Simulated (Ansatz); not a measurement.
# Lu: the cost of one run

Computed with Ansatz 0.2.0 (DFT PBE, scalar-relativistic, plane waves, PAW, unless a step's input says otherwise).

**1. The starting structure**

Symmetry: P6/mmm, No. 191, hexagonal system. Conventional cell: a = 3.618 Å, b = 3.618 Å, c = 3.000 Å, α = 90.00°, β = 90.00°, γ = 120.00°. Lu (site symmetry 6/mmm) has 2 Lu at 3.00 Å as nearest neighbours.

As a file:

```cif
data_structure
_symmetry_space_group_name_H-M 'P6/mmm'
_symmetry_Int_Tables_number 191
_cell_length_a 3.6176
_cell_length_b 3.6176
_cell_length_c 2.9999
_cell_angle_alpha 90.000
_cell_angle_beta 90.000
_cell_angle_gamma 120.000
_cell_volume 34.00
loop_
_atom_site_label
_atom_site_type_symbol
_atom_site_symmetry_multiplicity
_atom_site_Wyckoff_symbol
_atom_site_fract_x
_atom_site_fract_y
_atom_site_fract_z
_atom_site_occupancy
Lu1 Lu 1 b 0.00000 0.00000 0.50000 1
```

Recipe of the guess: random cell by space group and Wyckoff sites (P6/mmm, No. 191). Lengths come from tabulated atomic sizes and are only a guess.

**2. A first look at the guess**

Contents of input.yaml:

```yaml
crystal:
  lattice:
    - [3.61763751, 0.0, 0.0]
    - [-1.80881875, 3.13296598, 0.0]
    - [0.0, 0.0, 2.99991411]
  atoms:
    - { symbol: Lu, position: [0.0, 0.0, 0.5] }
basis:
  ecutwfc: 420
kpoints:
  mp_grid: { grid: [6, 6, 6] }
hamiltonian:
  xc: pbe
scf:
  occupations: { method: gaussian, width: 0.1 }
  lower_state_search: "off"
output:
  forces: true
  stress: true
  eigenvalues: true
```

Command:

```sh
ansatz run input.yaml --threads 1 --pin off --max-ram 2048MiB --backend cpu --events-out ev --progress --plain --runs-dir out
```

**Question.** How long does this run take on 1 thread of Arm Neoverse V2, shared host, and how much memory does it need?

About 1.1 s, with a peak of 0.28 GiB.
